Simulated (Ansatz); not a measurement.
Relaxed ZrO2 (tetragonal-ZrO2 type, space group P4_2/nmc):

```
ZrO2
1.0
    3.62104     0.00000     0.00000
    0.00000     3.62104     0.00000
    0.00000     0.00000     5.28279
Zr O
2 4
Cartesian
  0.00000   0.00000   0.00000
  1.81052   1.81052   2.64139
  0.00000   1.81052   1.01843
  0.00000   1.81052   3.65982
  1.81052   0.00000   1.62296
  1.81052   0.00000   4.26436
```

A phonon eigenvector at Γ is frozen into this cell: atom i moves by Q times the vector below, so Q is the largest atomic displacement, in Å. The cell is held.

| atom | x | y | z |
|---|---|---|---|
| Zr1 | 0.000 | 0.000 | -0.351 |
| Zr2 | 0.000 | 0.000 | -0.351 |
| O3 | 0.000 | 0.000 | 1.000 |
| O4 | 0.000 | 0.000 | 1.000 |
| O5 | 0.000 | 0.000 | 1.000 |
| O6 | 0.000 | 0.000 | 1.000 |

Computed with PBE (plane waves to 420 eV, PAW, scalar-relativistic; Ansatz, a first-principles code). k mesh 9×9×6 (Γ-centred), Fermi-Dirac smearing 0.05 eV. This is a high-temperature form of ZrO2. ZrO2 is run without spin polarisation. ZrO2 was relaxed with its symmetry unable to fall.

At one point of the scan the forces (eV/Å) are:

| atom | Fx | Fy | Fz |
|---|---|---|---|
| Zr1 | 0.000 | 0.000 | 1.096 |
| Zr2 | 0.000 | 0.000 | 1.096 |
| O3 | 0.000 | 0.000 | -0.458 |
| O4 | 0.000 | 0.000 | -0.458 |
| O5 | 0.000 | 0.000 | -0.637 |
| O6 | 0.000 | 0.000 | -0.637 |

Which point is it?
A) Q = 0.233 Å
B) Q = 0.140 Å
C) Q = 0.093 Å
D) Q = 0.280 Å

C, Q = 0.093 Å

(For displaced atoms, the force is minus the slope of the energy, and its curvature is a force constant, which sets phonon frequencies.)
